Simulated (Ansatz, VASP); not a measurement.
## Bi: VASP beside Ansatz

```xyz
1
Lattice="-1.9814 1.9814 1.9814 1.9814 -1.9814 1.9814 1.9814 1.9814 -1.9814" Properties=species:S:1:pos:R:3 pbc="T T T"
Bi    0.0000    0.0000    0.0000
```

This isn't the form of Bi at room conditions, which is rhombohedral.

Alike in both runs: task relaxation of cell and atoms; functional LDA; k mesh 16 × 16 × 16; occupations gaussian, width 0.1 eV; no spin polarisation.

|  | VASP | Ansatz |
| --- | --- | --- |
| version | VASP 6.6.1 | Ansatz 0.2.0 |
| potentials or method | VASP PAW LDA potentials, release 64 (Bi_d) | scalar-relativistic, plane waves, PAW |
| plane-wave cutoff (eV) | 600 | 420 |
| valence electrons in the cell | 15 | 15 |

|  | VASP | Ansatz | Ansatz less VASP |
| --- | --- | --- | --- |
| gap on the k mesh at the Fermi level, each at its own relaxed structure (eV) | none | none | - |
| relaxed volume (Å³/atom) | 29.23 | 29.26 | +0.030 |
| relaxed cell length with the largest relative difference (Å) | 3.361 | 3.362 | +0.0011 |
| energy change over the relaxation (meV/atom) | -19 | -21 | -1.5 |

A gap of «none» marks a metal or a gap that the smearing closes.

Caveats: spin-orbit coupling is left out, which moves the levels of the heavy elements.
